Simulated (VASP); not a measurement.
# CdS (F-43m) in VASP: further runs

Runs on CdS. Level: PBE. Tasks: band structure, Born charges and dielectric tensor.

Everything below comes from runs of VASP 6.6.1. Logs are shortened: lines on timing, memory, paths and dates and some standing lists are left out, and cuts for length are marked.

## 1. The crystal as given

It takes space group F-43m (No. 216, cubic). The conventional cell has a = 6.049 Å, b = 6.049 Å, c = 6.049 Å, α = 90.00°, β = 90.00°, γ = 90.00°. Around Cd (site symmetry -43m) lie 4 S at 2.62 Å. Around S (site symmetry -43m) lie 4 Cd at 2.62 Å.

## 2. Band structure, PBE

The input, POSCAR:

```
CdS                                     
1.0
    0.0000000000      3.0247415678      3.0247415678
    3.0247415678     -0.0000000000      3.0247415678
    3.0247415678      3.0247415678     -0.0000000000
  Cd              S             
     1     1
Direct
     1.0000000000000000    1.0000000000000000    1.0000000000000000
     0.2500000000000000    0.2500000000000000    0.2500000000000000
```

The input, INCAR.step1:

```
SYSTEM = CdS
PREC = Accurate
ENCUT = 520
EDIFF = 1E-7
ISMEAR = 0
SIGMA = 0.02
LREAL = .False.
LASPH = .True.
NELM = 100
ALGO = Fast
ISIF = 2
LWAVE = .False.
LCHARG = .True.
GGA = PE
```

The input, KPOINTS.step1:

```
Automatic mesh
0
Gamma
  2 2 2
  0 0 0
```

The input, INCAR.step2:

```
SYSTEM = CdS
PREC = Accurate
ENCUT = 520
EDIFF = 1E-7
ISMEAR = 0
SIGMA = 0.05
LREAL = .False.
LASPH = .True.
NELM = 100
ALGO = Fast
ISIF = 2
LWAVE = .False.
LCHARG = .False.
GGA = PE
ICHARG = 11
```

The input, KPOINTS.step2:

```
path GXWKGLUWLK,UX
15
line-mode
reciprocal
 0.0000000000  0.0000000000  0.0000000000  G
 0.5000000000  0.0000000000  0.5000000000  X

 0.5000000000  0.0000000000  0.5000000000  X
 0.5000000000  0.2500000000  0.7500000000  W

 0.5000000000  0.2500000000  0.7500000000  W
 0.3750000000  0.3750000000  0.7500000000  K

 0.3750000000  0.3750000000  0.7500000000  K
 0.0000000000  0.0000000000  0.0000000000  G

 0.0000000000  0.0000000000  0.0000000000  G
 0.5000000000  0.5000000000  0.5000000000  L

 0.5000000000  0.5000000000  0.5000000000  L
 0.6250000000  0.2500000000  0.6250000000  U

 0.6250000000  0.2500000000  0.6250000000  U
 0.5000000000  0.2500000000  0.7500000000  W

 0.5000000000  0.2500000000  0.7500000000  W
 0.5000000000  0.5000000000  0.5000000000  L

 0.5000000000  0.5000000000  0.5000000000  L
 0.3750000000  0.3750000000  0.7500000000  K

 0.6250000000  0.2500000000  0.6250000000  U
 0.5000000000  0.0000000000  0.5000000000  X
```

Potentials or basis: VASP PAW PBE potentials, release 64 (Cd, S).

On the command line:

```
$ cat potpaw_PBE.64/Cd/POTCAR potpaw_PBE.64/S/POTCAR > POTCAR
$ cp INCAR.step1 INCAR
$ cp KPOINTS.step1 KPOINTS
$ mpirun -np 1 vasp_std > vasp.out
$ cp INCAR.step2 INCAR
$ cp KPOINTS.step2 KPOINTS
$ mpirun -np 1 vasp_std > vasp.out
```

OUTCAR:

```text
SYSTEM = CdS
   PREC = Accurate
   ENCUT = 520
   EDIFF = 1E-7
   ISMEAR = 0
   LREAL = .False.
   LASPH = .True.
   NELM = 100
   ISIF = 2
   GGA = PE
   ICHARG = 11

 ion  position               nearest neighbor table
   1  0.000  0.000  0.000-   2 2.62   2 2.62   2 2.62   2 2.62
   2  0.250  0.250  0.250-   1 2.62   1 2.62   1 2.62   1 2.62

  LATTYP: Found a face centered cubic cell.
 ALAT       =     6.0494831356

  Lattice vectors:

 A1 = (   0.0000000000,   3.0247415678,   3.0247415678)
 A2 = (   3.0247415678,   0.0000000000,   3.0247415678)
 A3 = (   3.0247415678,   3.0247415678,   0.0000000000)

Analysis of symmetry for initial positions (statically):
=====================================================================
 Subroutine PRICEL returns:
 Original cell was already a primitive cell.

 Routine SETGRP: Setting up the symmetry group for a
 face centered cubic supercell.

 Subroutine GETGRP returns: Found 24 space group operations
 (whereof 24 operations were pure point group operations)
 out of a pool of 48 trial point group operations.

The static configuration has the point symmetry T_d .

Analysis of symmetry for dynamics (positions and initial velocities):
=====================================================================
 Subroutine PRICEL returns:
 Original cell was already a primitive cell.

 Routine SETGRP: Setting up the symmetry group for a
 face centered cubic supercell.

 Subroutine GETGRP returns: Found 24 space group operations
 (whereof 24 operations were pure point group operations)
 out of a pool of 48 trial point group operations.

The dynamic configuration has the point symmetry T_d .

 Subroutine INISYM returns: Found 24 space group operations
 (whereof 24 operations are pure point group operations),
 and found     1 'primitive' translations

----------------------------------------------------------------------------------------

                                     Primitive cell

  volume of cell :      55.3471

  direct lattice vectors                    reciprocal lattice vectors
     0.000000000  3.024741568  3.024741568    -0.165303378  0.165303378  0.165303378
     3.024741568  0.000000000  3.024741568     0.165303378 -0.165303378  0.165303378
     3.024741568  3.024741568  0.000000000     0.165303378  0.165303378 -0.165303378

  length of vectors
     4.277630548  4.277630548  4.277630548     0.286313850  0.286313850  0.286313850

  position of ions in fractional coordinates (direct lattice)
     0.000000000  0.000000000  0.000000000
     0.250000000  0.250000000  0.250000000

  ion indices of the primitive-cell ions
   primitive index   ion index
                 1           1
                 2           2

----------------------------------------------------------------------------------------

 KPOINTS: path GXWKGLUWLK,UX

Interpolating k-points between supplied coordinates.

 Line segments in fractional coordinates (reciprocal lattice):
    0.000000  0.000000  0.000000  ...  0.500000  0.000000  0.500000
    0.500000  0.000000  0.500000  ...  0.500000  0.250000  0.750000
    0.500000  0.250000  0.750000  ...  0.375000  0.375000  0.750000
    0.375000  0.375000  0.750000  ...  0.000000  0.000000  0.000000
    0.000000  0.000000  0.000000  ...  0.500000  0.500000  0.500000
    0.500000  0.500000  0.500000  ...  0.625000  0.250000  0.625000
    0.625000  0.250000  0.625000  ...  0.500000  0.250000  0.750000
    0.500000  0.250000  0.750000  ...  0.500000  0.500000  0.500000
    0.500000  0.500000  0.500000  ...  0.375000  0.375000  0.750000
    0.625000  0.250000  0.625000  ...  0.500000  0.000000  0.500000

 Generated    15 points on each line segment, for a total of    150 k-points:

 Following reciprocal coordinates:
            Coordinates               Weight
  0.000000  0.000000  0.000000      0.006667
  0.035714  0.000000  0.035714      0.006667
  0.071429  0.000000  0.071429      0.006667
  0.107143  0.000000  0.107143      0.006667
  0.142857  0.000000  0.142857      0.006667
  0.178571  0.000000  0.178571      0.006667
[... 16 lines left out ...]
  0.500000  0.125000  0.625000      0.006667
  0.500000  0.142857  0.642857      0.006667
 [... further k-points ...]
   k-points           NKPTS =    150   k-points in BZ     NKDIM =    150   number of bands    NBANDS=     13
   number of dos      NEDOS =    301   number of ions     NIONS =      2
   total plane-waves  NPLWV =  32768
   dimension x,y,z NGX =    32 NGY =   32 NGZ =   32
   dimension x,y,z NGXF=    64 NGYF=   64 NGZF=   64
   ions per type =               1   1
   NGX,Y,Z   is equivalent  to a cutoff of  12.44, 12.44, 12.44 a.u.
   NGXF,Y,Z  is equivalent  to a cutoff of  24.87, 24.87, 24.87 a.u.
 SYSTEM =  CdS
   PREC   = accura    normal or accurate (medium, high low for compatibility)
   ISTART =      0    job   : 0-new  1-cont  2-samecut
   ICHARG =     11    charge: 1-file 2-atom 10-const
   ISPIN  =      1    spin polarized calculation?
   LNONCOLLINEAR =      F non collinear calculations
   LSORBIT =      F    spin-orbit coupling
   LASPH  =      T    aspherical Exc in radial PAW
   ENCUT  =  520.0 eV  38.22 Ry    6.18 a.u.   7.95  7.95  7.95*2*pi/ulx,y,z
   NELM   =    100;   NELMIN=  2; NELMDL=  0     # of ELM steps
   EDIFF  = 0.1E-06   stopping-criterion for ELM
   LREAL  =      F    real-space projection
   EDIFFG = 0.1E-05   stopping-criterion for IOM
   NSW    =      0    number of steps for IOM
   IBRION =     -1    ionic relax: 0-MD 1-quasi-New 2-CG
   NFREE  =      0    steps in history (QN), initial steepest desc. (CG)
   ISIF   =      2    stress and relaxation
   ISYM   =      2    0-nonsym 1-usesym 2-fastsym
   POTIM  = 0.5000    time-step for ionic-motion
   TEBEG  =    0.0;   TEEND  =   0.0 temperature during run
   PSTRESS=    0.0 pullay stress
   NELECT =      18.0000    total number of electrons
   NUPDOWN=      -1.0000    fix difference up-down
   EMIN   =  10.00;   EMAX   =-10.00  energy-range for DOS
   EFERMI =   0.00;   METHOD = LEGACY
   ISMEAR =     0;   SIGMA  =   0.05  broadening in eV -4-tet -1-fermi 0-gaus
   EFERMI_NEDOS =   21; number of points for ismear=-14 and -15
   IALGO  =     68    algorithm
   IMIX   =      4    mixing-type and parameters
     AMIX     =   0.40;   BMIX     =  1.00
     AMIX_MAG =   1.60;   BMIX_MAG =  1.00
  volume/ion in A,a.u.               =      27.67       186.75
  Fermi-wavevector in a.u.,A,eV,Ry     =   1.125816  2.127484 17.244861  1.267462
  Thomas-Fermi vector in A             =   2.262495
   LORBIT       =      0    0 simple, 1 ext, 2 COOP (PROOUT), +10 PAW based schemes
   GGA     = PE    functional components
   LHFCALC =     F    Hartree Fock is set to
   AEXX    =    0.0000 exact exchange contribution
   IVDW    =     0    specifies the selected vdW correction
   LEPSILON=     F    determine dielectric tensor
   LRPA    =     F    only Hartree local field effects (RPA)
 non-spin polarized calculation
 RMM-DIIS sequential band-by-band and
 Gauss-broadening in eV      SIGMA  =   0.05
  energy-cutoff  :      520.00
  volume of cell :       55.35
 maximum number of plane-waves:      1524
 NGX is ok and might be reduce to    32

 number of electron      17.9999996 magnetization

 Free energy of the ion-electron system (eV)
  ---------------------------------------------------
  ext. energy  EPLUGINS =         0.00000000
  ---------------------------------------------------
  free energy    TOTEN  =        -6.35971114 eV

  energy without entropy =       -6.35971114  energy(sigma->0) =       -6.35971114

 E-fermi :   1.0025     XC(G=0):  -8.5210

 val. band max:        0.7681119405   @ k =   0.0000   0.0000   0.0000
 cond. band min:       1.4874695631   @ k =   0.0000   0.0000   0.0000
 fundamental gap:      0.7193576226
 Fermi energy:         1.0025121815

 k-point     1 :       0.0000    0.0000    0.0000
  band No.  band energies     occupation
      1     -10.9519      2.00000
      2      -6.9984      2.00000
      3      -6.9984      2.00000
      4      -6.9984      2.00000
      5      -6.6791      2.00000
      6      -6.6791      2.00000
      7       0.7681      2.00000
      8       0.7681      2.00000
      9       0.7681      2.00000
     10       1.4875      0.00000
     11       7.0665      0.00000
     12       7.0665      0.00000
     13       7.0665      0.00000

 k-point     2 :       0.0357    0.0000    0.0357
  band No.  band energies     occupation
      1     -10.9462      2.00000
      2      -6.9957      2.00000
      3      -6.9957      2.00000
      4      -6.9948      2.00000
      5      -6.6801      2.00000
      6      -6.6783      2.00000
      7       0.5813      2.00000
      8       0.7436      2.00000
      9       0.7436      2.00000
     10       1.6842      0.00000
     11       6.9998      0.00000
     12       7.1014      0.00000
     13       7.1014      0.00000

 k-point     3 :       0.0714    0.0000    0.0714
  band No.  band energies     occupation
      1     -10.9294      2.00000
      2      -6.9879      2.00000
      3      -6.9879      2.00000
      4      -6.9839      2.00000
      5      -6.6829      2.00000
      6      -6.6761      2.00000
      7       0.2393      2.00000
      8       0.6725      2.00000
      9       0.6725      2.00000
     10       2.0545      0.00000
     11       6.8181      0.00000
     12       7.2042      0.00000
     13       7.2042      0.00000

 k-point     4 :       0.1071    0.0000    0.1071
  band No.  band energies     occupation
      1     -10.9024      2.00000
      2      -6.9751      2.00000
      3      -6.9751      2.00000
      4      -6.9654      2.00000
      5      -6.6871      2.00000
      6      -6.6725      2.00000
      7      -0.1254      2.00000
      8       0.5612      2.00000
      9       0.5612      2.00000
     10       2.4620      0.00000
     11       6.5611      0.00000
     12       7.3694      0.00000
     13       7.3694      0.00000

 k-point     5 :       0.1429    0.0000    0.1429
  band No.  band energies     occupation
      1     -10.8665      2.00000
      2      -6.9579      2.00000
      3      -6.9579      2.00000
      4      -6.9392      2.00000
      5      -6.6918      2.00000
      6      -6.6677      2.00000
      7      -0.4877      2.00000
      8       0.4190      2.00000
      9       0.4190      2.00000
     10       2.8744      0.00000
     11       6.2671      0.00000
     12       7.5898      0.00000
     13       7.5898      0.00000
[... 257 lines left out ...]
 k-point    22 :       0.5000    0.1071    0.6071
  band No.  band energies     occupation
      1     -10.5115      2.00000
      2      -6.8305      2.00000
      3      -6.7911      2.00000
      4      -6.7450      2.00000
      5      -6.6310      2.00000
      6      -6.2403      2.00000
      7      -2.8437      2.00000
      8      -0.9356      2.00000
      9      -0.9338      2.00000
     10       4.7627      0.00000
     11       5.0471      0.00000
     12       9.2455      0.00000
     13       9.4862      0.00000

 k-point    23 :       0.5000    0.1250    0.6250
  band No.  band energies     occupation
      1     -10.5117      2.00000
      2      -6.8297      2.00000
      3      -6.7992      2.00000
      4      -6.7399      2.00000
      5      -6.6353      2.00000
      6      -6.2265      2.00000
      7      -2.8337      2.00000
      8      -0.9703      2.00000
      9      -0.9693      2.00000
     10       4.9265      0.00000
     11       5.1369      0.00000
     12       9.1595      0.00000
     13       9.1775      0.00000

 k-point    24 :       0.5000    0.1429    0.6429
  band No.  band energies     occupation
      1     -10.5118      2.00000
      2      -6.8289      2.00000
      3      -6.8070      2.00000
      4      -6.7343      2.00000
      5      -6.6401      2.00000
      6      -6.2130      2.00000
      7      -2.8234      2.00000
      8      -1.0047      2.00000
      9      -1.0044      2.00000
     10       5.1068      0.00000
     11       5.2296      0.00000
     12       8.8679      0.00000
     13       9.0709      0.00000

 [... further k-points ...]

------------------------ aborting loop because EDIFF is reached ----------------------------------------

  FORCE on cell =-STRESS in cart. coord.  units (eV):
  Direction    XX          YY          ZZ          XY          YZ          ZX
  --------------------------------------------------------------------------------------
  -------------------------------------------------------------------------------------
  Total       -2.6154397     -2.6154397     -2.6154397     -0.0000000     -0.0000000     -0.0000000
  in kB      -75.7112609    -75.7112609    -75.7112609     -0.0000000     -0.0000000     -0.0000000
  external PRESSURE =     -75.7112609 kB  Pullay stress =       0.0000000 kB

 VOLUME and BASIS-vectors are now :
 -----------------------------------------------------------------------------
  energy-cutoff  :      520.00
  volume of cell :       55.35
      direct lattice vectors                 reciprocal lattice vectors
     0.000000000  3.024741568  3.024741568    -0.165303378  0.165303378  0.165303378
     3.024741568  0.000000000  3.024741568     0.165303378 -0.165303378  0.165303378
     3.024741568  3.024741568  0.000000000     0.165303378  0.165303378 -0.165303378

 POSITION                                       TOTAL-FORCE (eV/Angst)
 -----------------------------------------------------------------------------------
      0.00000      0.00000      0.00000         0.000000     -0.000000     -0.000000
      1.51237      1.51237      1.51237        -0.000000      0.000000      0.000000
 -----------------------------------------------------------------------------------
    total drift:                               -0.000000     -0.000000     -0.000000

  FREE ENERGIE OF THE ION-ELECTRON SYSTEM (eV)
  ---------------------------------------------------
  free  energy   TOTEN  =        -6.3597111408 eV

  energy  without entropy=       -6.3597111408  energy(sigma->0) =       -6.35971114
```

Wall time 75 s (1 thread of AMD EPYC 7R13 (Zen 3), shared host); peak memory 0.22 GiB.

What came out:

```
Band gap on the k mesh  : 0.72 eV, direct
Band gap along the path : 0.72 eV, direct
```

Levels at the corners of the path, in eV from the valence-band top:
| point | band 6 | band 7 | band 8 | band 9 | band 10 | band 11 | band 12 | band 13 |
| --- | --- | --- | --- | --- | --- | --- | --- | --- |
| Γ | -7.45 | 0.00 | 0.00 | 0.00 | 0.72 | 6.30 | 6.30 | 6.30 |
| X | -7.06 | -3.64 | -1.58 | -1.58 | 3.50 | 3.98 | 8.76 | 9.95 |
| X | -7.06 | -3.64 | -1.58 | -1.58 | 3.50 | 3.98 | 8.76 | 9.95 |
| W | -6.94 | -3.55 | -1.90 | -1.89 | 4.82 | 5.29 | 6.78 | 7.96 |
| W | -6.94 | -3.55 | -1.90 | -1.89 | 4.82 | 5.29 | 6.78 | 7.96 |
| K | -6.97 | -3.58 | -2.16 | -1.28 | 3.98 | 5.07 | 8.18 | 8.60 |
| K | -6.97 | -3.58 | -2.16 | -1.28 | 3.98 | 5.07 | 8.18 | 8.60 |
| Γ | -7.45 | 0.00 | 0.00 | 0.00 | 0.72 | 6.30 | 6.30 | 6.30 |
| Γ | -7.45 | 0.00 | 0.00 | 0.00 | 0.72 | 6.30 | 6.30 | 6.30 |
| L | -7.13 | -3.92 | -0.63 | -0.63 | 2.63 | 6.75 | 6.75 | 7.06 |
| L | -7.13 | -3.92 | -0.63 | -0.63 | 2.63 | 6.75 | 6.75 | 7.06 |
| U | -6.97 | -3.58 | -2.16 | -1.28 | 3.98 | 5.07 | 8.18 | 8.60 |
| U | -6.97 | -3.58 | -2.16 | -1.28 | 3.98 | 5.07 | 8.18 | 8.60 |
| W | -6.94 | -3.55 | -1.90 | -1.89 | 4.82 | 5.29 | 6.78 | 7.96 |
| W | -6.94 | -3.55 | -1.90 | -1.89 | 4.82 | 5.29 | 6.78 | 7.96 |
| L | -7.13 | -3.92 | -0.63 | -0.63 | 2.63 | 6.75 | 6.75 | 7.06 |
| L | -7.13 | -3.92 | -0.63 | -0.63 | 2.63 | 6.75 | 6.75 | 7.06 |
| K | -6.97 | -3.58 | -2.16 | -1.28 | 3.98 | 5.07 | 8.18 | 8.61 |
| U | -6.97 | -3.58 | -2.16 | -1.28 | 3.98 | 5.07 | 8.18 | 8.60 |
| X | -7.06 | -3.64 | -1.58 | -1.58 | 3.50 | 3.98 | 8.76 | 9.95 |

Caveat: the k mesh is coarse (spacing up to 0.90 Å⁻¹), so the values aren't converged; the log is that of the step along the path at fixed density, whose energy, stress, charges and moments have no meaning. A hybrid or GW would open this gap; PBE tends to underestimate it.

(Part 1 of 2 ends here.)
